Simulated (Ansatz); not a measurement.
## SnS2 (P-3m1): lattice vibrations

```xyz
3
Lattice="3.6511 0.0000 0.0000 -1.8255 3.1619 0.0000 0.0000 0.0000 6.0614" Properties=species:S:1:pos:R:3 pbc="T T T"
Sn    0.0000    0.0000    0.0000
S     0.0000    2.1080    1.4739
S     1.8255    1.0540    4.5875
```

The conventional cell has a = 3.651 Å, b = 3.651 Å, c = 6.061 Å, α = 90.00°, β = 90.00°, γ = 120.00°. Sn (atom 1) is surrounded by 6 S at 2.57 Å. Around S (atom 2) lie 3 Sn at 2.57 Å.

Computed, not measured; unless marked otherwise by PBEsol, all-electron LAPW in Ansatz 0.2.0, scalar-relativistic. k mesh 6×6×4, fixed occupations, basis error target 1 meV/atom. The cell was relaxed by PAW under this functional.

Atoms are displaced by 0.01 Å in the smallest supercells that hold the wave vectors of a 2×2×2 mesh. Negative values stand for unstable modes. The zone centre has no LO-TO term.

Q: What are the phonon energies at the solved wave vectors, in THz?

A: 

```tsv
q	point	modes (THz)
0.000 0.000 0.000	Gamma	5.97 (×2), 6.10 (×2), 9.11, 10.17
0.500 0.000 0.000	M	2.11, 2.80, 4.96, 5.34, 7.17, 7.48, 8.29, 8.81, 9.13
0.000 0.000 0.500	A	0.60 (×2), 0.81, 5.76 (×2), 6.26 (×2), 9.09, 10.55
0.500 0.000 0.500	L	2.10, 2.78, 5.00, 5.66, 7.06, 7.40, 8.16, 8.85, 9.12
```

Q: Is the structure dynamically stable at these wave vectors?

A: Yes, no mode is unstable there; wave vectors off this mesh aren't tested.

Q: How do the optical zone-centre modes decompose, and which are active?

A: Point group -3m: Γ_opt = Eg + Eu + A1g + A2u.

```csv
label,THz,activity,mostly
Eg,5.97,Raman,S (100 %)
Eu,6.10,IR,S (65 %)
A1g,9.11,Raman,S (100 %)
A2u,10.17,IR,S (65 %)
```

Q: How well do frozen-core PAW files reproduce these all-electron values?

A: With a cutoff of 420 eV and displacements of 0.0025 Å, the r.m.s. difference over the modes is 0.1 cm⁻¹; the largest difference is 203.7 (PAW) against 203.4 cm⁻¹ (LAPW).

Q: The cell is scaled evenly to 68.926 and 71.026 Å³ (from 69.976), with free atoms relaxed and the shape held, so these aren't the values under hydrostatic pressure. What are the mode Grüneisen parameters γ = −d ln ω/d ln V?

A: For the highest mode, 355.7 cm⁻¹ in the small cell and 348.5 in the large one give γ ≈ 0.68. From the change of the dynamical matrix on each mode:

```
point   cm⁻¹      γ
Gamma  199.3   0.42
Gamma  203.4   0.73
Gamma  303.9   0.72
Gamma  339.1   0.63
    M   70.3  -0.01
    M   93.5   0.15
    M  165.6   0.70
    M  178.0   0.97
    M  239.0   0.64
    M  249.6   0.86
    M  276.6   0.79
    M  294.0   0.48
    M  304.4   0.71
    A   19.9   4.05
    A   27.0   7.63
    A  192.0   0.20
    A  209.0   0.85
    A  303.1   0.67
    A  352.0   0.69
    L   70.1  -0.25
    L   92.8   0.05
    L  166.7   0.64
    L  188.8   1.20
    L  235.6   0.54
    L  246.8   0.75
    L  272.2   0.85
    L  295.1   0.54
    L  304.2   0.69
```

Weighted by the modes' heat capacities at 300 K, the mean on this mesh is 0.79; it moves with the q mesh, and a coarse one overweights the zone boundary. Rows under −0.05 (1 here) are modes that soften under compression and pull towards negative thermal expansion.

Q: Linear response on PAW files adds the field. What are the dielectric tensor, the Born charges and the LO shift?

A: ε∞ = (8.42, 8.42, 5.58) along x, y, z with local fields. Born charges (xx, yy, zz): Sn1 (4.89, 4.89, 1.66); S2 (-2.45, -2.45, -0.83); S3 (-2.45, -2.45, -0.83). For q along x the macroscopic field gives longitudinal modes at 299.1 (from 203.7) cm⁻¹. For q along z the macroscopic field gives longitudinal modes at 351.3 (from 339.2) cm⁻¹. Without the field the optical modes lie at 199.5 (Eg), 203.7 (Eu), 304.0 (A1g), 339.2 (A2u) cm⁻¹. With the ions free to follow the field, the program's ε₀ is (18.16, 18.16, 5.99).

Known limits: no dispersion correction, so the spacing and stiffness between layers or molecules are poor; the frozen-core PAW files of the compared runs were fitted under PBE, their cores solved anew for this functional; field response not resolved by the mesh; semilocal gaps are low, and ε∞ tends to come out large.
